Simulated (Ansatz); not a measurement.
# Relativity in CdO

```yaml
crystal:
  lattice:
    - [0.00000, 2.34815, 2.34815]
    - [2.34815, 0.00000, 2.34815]
    - [2.34815, 2.34815, 0.00000]
  atoms:
    - { symbol: Cd, position: [0.00000, 0.00000, 0.00000] }
    - { symbol: O, position: [0.50000, 0.50000, 0.50000] }
```

Atom numbers follow the list: Cd1, O2.

Conventional cell: a = 4.696 Å, b = 4.696 Å, c = 4.696 Å, α = 90.00°, β = 90.00°, γ = 90.00°. Around Cd (atom 1) lie 6 O at 2.35 Å. Around O (atom 2) lie 6 Cd at 2.35 Å.

The geometry is COD entry 9006671, unchecked; take it as a test cell.

One fixed cell is solved with PBE by LAPW (all electrons) in Ansatz 0.2.0 under different relativistic treatments. Pressure is positive in compression.

Numerical set-up: a Γ-centred 11×11×11 k mesh, Fermi–Dirac smearing of 0.01 eV, basis error target 0.5 meV/atom, no spin polarisation.

Gaps under 0.4 eV may close at points that the mesh misses.

```json
{"setting": "scalar-relativistic", "P (GPa)": "6.34", "gap over the k mesh and a high-symmetry path (eV)": "none", "lowest level at Γ above −25 eV, from the valence-band top or, without a gap, the Fermi level (eV)": "-17.37"}
{"setting": "non-relativistic", "P (GPa)": "8.46", "gap over the k mesh and a high-symmetry path (eV)": "?", "lowest level at Γ above −25 eV, from the valence-band top or, without a gap, the Fermi level (eV)": "?"}
{"setting": "with spin–orbit coupling", "P (GPa)": "6.30", "gap over the k mesh and a high-symmetry path (eV)": "none", "lowest level at Γ above −25 eV, from the valence-band top or, without a gap, the Fermi level (eV)": "-17.38"}
```

(1) What belongs in the row "non-relativistic", column "gap over the k mesh and a high-symmetry path (eV)"?

(2) Give the missing entry: row "non-relativistic", column "lowest level at Γ above −25 eV, from the valence-band top or, without a gap, the Fermi level (eV)".

Answers

(1) 0.26.

(2) -17.13.
